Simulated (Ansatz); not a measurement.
Runs of Ansatz 0.2.0 on Se. The structure is trigonal, space group P3_121 (No. 152). The conventional cell has a = 4.366 Å, b = 4.366 Å, c = 4.954 Å, α = 90.00°, β = 90.00°, γ = 120.00°. Around Se (site symmetry 2) lie 2 Se at 2.37 Å. 

```tsv
task	level	spin	k mesh	points for each segment of the path	share of exact exchange	mesh quality	gap on the mesh (eV)	pressure (GPa)	largest force (eV/Å)
band structure	PBE	off	7 × 7 × 6	14	-	not flagged	(b)	2.8	0.40
single point	HSE06	off	4 × 4 × 3	-	0.25	coarse	(a)	0.7	0.17
single point	HSE06 form with a typed share of exact exchange	off	4 × 4 × 3	-	0.1	coarse	1.91	1.9	0.15
single point	HSE06 form with a typed share of exact exchange	off	4 × 4 × 3	-	0.35	coarse	(c)	0.0	0.38
single point	HSE06 form with a typed share of exact exchange	off	4 × 4 × 3	-	0.15	coarse	2.07	1.5	0.04
band structure	PBE	SOC, no magnetisation	7 × 7 × 6	14	-	not flagged	1.16	2.8	0.41
single point	HSE06 form with a typed share of exact exchange	off	4 × 4 × 3	-	0.5	coarse	3.33	-1.1	0.67
single point	HSE06 form with a typed share of exact exchange	off	4 × 4 × 3	-	0	coarse	1.59	2.8	0.38
```

Alike in all rows: potentials or basis Ansatz PAW; cell as given; cutoff (eV) 420; smearing fermi-dirac 0.05 eV.

Question: Estimate the missing entries.

Answer: (a) 2.41; (b) 1.21; (c) 2.77.

Caveats: some runs use coarse meshes; odd divisions of the mesh miss points on the zone boundary, where band edges often lie, so the gap on the mesh can be too wide (some runs); the PAW data sets come from PBE, with cores solved anew for the run's functional, which leaves a small shift of forces and pressure (some runs); the thresholds are loose for stress (some runs); the k mesh misses the band edges, so the gap on the mesh is wider than the one along the path (some runs); the PAW data sets were made with another functional, which shifts forces and pressure a little (some runs).

A k mesh can miss the band edges, and rows without SOC leave out spin-orbit coupling on Se.
